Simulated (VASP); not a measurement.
**Co under changes of volume**

One of the cells (9.992 Å³/atom); the others are scaled copies at fixed shape and fractional positions:

```
CELL_PARAMETERS angstrom
2.42691 0.00000 0.00000
-1.21346 2.10177 0.00000
0.00000 0.00000 7.83575
ATOMIC_POSITIONS crystal
Co 0.66667 0.33333 0.75000
Co 0.00000 0.00000 0.50000
Co 0.33333 0.66667 0.25000
Co 0.00000 0.00000 0.00000
```

| Item | Value |
| --- | --- |
| Program | VASP 6.6.1 |
| Functional | LDA |
| Potentials or basis | VASP PAW LDA potentials, release 64 (Co) |
| Cutoff | 520 eV |
| k mesh | 10 × 10 × 4 |
| Occupations | fermi-dirac, width 0.05 eV |
| Spin | collinear spin, ferromagnetic start |
| Starting moments | [2.0, 2.0, 2.0, 2.0] μB |

| volume (Å³/atom) | energy over the lowest point (meV/atom) | pressure (GPa) | moment (μB per cell) |
| --- | --- | --- | --- |
| 9.592 | 14.44 | 11.8 | 5.78 |
| 9.792 | 3.54 | 5.6 | 5.91 |
| 9.992 | 0.00 | 0.1 | 6.04 |
| 10.192 | ? | ? | ? |
| 10.392 | 11.80 | -9.2 | 6.27 |

Q: What does the run at 10.192 Å³/atom give?

A: Energy over the lowest point 3.00 meV/atom; pressure -4.8 GPa; moment 6.15 μB per cell.

Worked out: A Birch-Murnaghan fit of order 2 (a polynomial in V^(-2/3)) to the other rows has its minimum at 10.00 Å³/atom with B0 = V·E''(V) = 261 GPa at fixed shape and positions, which overstates the stiffness. It gives 2.92 meV/atom at 10.192 Å³/atom, against the run's 3.00, and -dE/dV = -4.8 GPa, against -4.8. A straight line through the other rows of the moment, of slope 0.611 μB per Å³/atom, gives 6.15 μB, against the run's 6.15.

Energies are extrapolated to zero smearing.
